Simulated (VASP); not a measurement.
A run of VASP 6.6.1 is set up as follows.

POSCAR

```
PbSe
1.0
    0.0000000000      3.0476237100      3.0476237100
    3.0476237100      0.0000000000      3.0476237100
    3.0476237100      3.0476237100      0.0000000000
Pb Se
1 1
Direct
    0.0000000000      0.0000000000      0.0000000000
    0.5000000000      0.5000000000      0.5000000000
```

The input INCAR.step1:

```
PREC     = Accurate       # precision mode
ENCUT    = 520            # plane-wave cutoff, eV
ISMEAR   = -1             # smearing method
SIGMA    = 0.02           # smearing width, eV
LREAL    = False          # projectors in reciprocal space
LASPH    = True           # aspherical terms in the spheres
NELM     = 80             # most SCF steps
GGA      = PE             # functional
ALGO     = Normal         # electronic algorithm
EDIFF    = 1E-4           # SCF threshold, eV
LWAVE    = True           # write WAVECAR
LCHARG   = False          # write CHGCAR
```

Contents of INCAR.step2:

```
PREC     = Accurate       # precision mode
ENCUT    = 520            # plane-wave cutoff, eV
EDIFF    = 1E-6           # SCF threshold, eV
ISMEAR   = -1             # smearing method
SIGMA    = 0.02           # smearing width, eV
LREAL    = False          # projectors in reciprocal space
LASPH    = True           # aspherical terms in the spheres
NELM     = 80             # most SCF steps
ALGO     = Normal         # electronic algorithm
ISIF     = 2              # what is computed and relaxed
LWAVE    = False          # write WAVECAR
LCHARG   = False          # write CHGCAR
METAGGA  = R2SCAN         # meta-GGA
LMIXTAU  = True         
IBRION   = 2              # ionic algorithm
NSW      = 50             # ionic steps
EDIFFG   = -0.01          # ionic threshold
ISTART   = 1
```

The input KPOINTS:

```
Automatic mesh
0
Gamma
  8 8 8
```

Potentials or basis: VASP PAW PBE potentials, release 64 (Pb_d, Se).

Command:

```console
$ cat potpaw_PBE.64/Pb_d/POTCAR potpaw_PBE.64/Se/POTCAR > POTCAR
$ cp INCAR.step1 INCAR
$ mpirun -np 1 vasp_std > vasp.out
$ cp INCAR.step2 INCAR
$ mpirun -np 1 vasp_std > vasp.out
```

Problem. Estimate the band gap on the k mesh.

Solution. 0.53 eV, direct.

Final structure:
```cif
data_structure
_symmetry_space_group_name_H-M 'P 1'
_symmetry_Int_Tables_number 1
_cell_length_a 4.3100
_cell_length_b 4.3100
_cell_length_c 4.3100
_cell_angle_alpha 60.000
_cell_angle_beta 60.000
_cell_angle_gamma 60.000
_cell_volume 56.61
loop_
_atom_site_label
_atom_site_type_symbol
_atom_site_fract_x
_atom_site_fract_y
_atom_site_fract_z
_atom_site_occupancy
Pb1 Pb 0.00000 0.00000 0.00000 1
Se1 Se 0.50000 0.50000 0.50000 1
```

Caveat: the relaxation stopped at its first step, so nothing moved; spin-orbit coupling is left out, which moves the levels of the heavy elements.

**The experiment to reproduce.**

A printed reference work, monograph reports, for a bulk crystal of PbSe at 300 K: band gap 0.28 eV (direct).

A measured gap of PbSe is 0.28 eV (direct; 300 K; a printed reference work, monograph); the calculated 0.53 eV misses it by +0.25 eV. 2 values of this kind are on record (0.15 to 0.28 eV); this one was drawn at random. Spin-orbit coupling on Pb, Se is left out. The value is that of r2SCAN on a finite k mesh, which can miss the band edges, without temperature or zero-point motion.
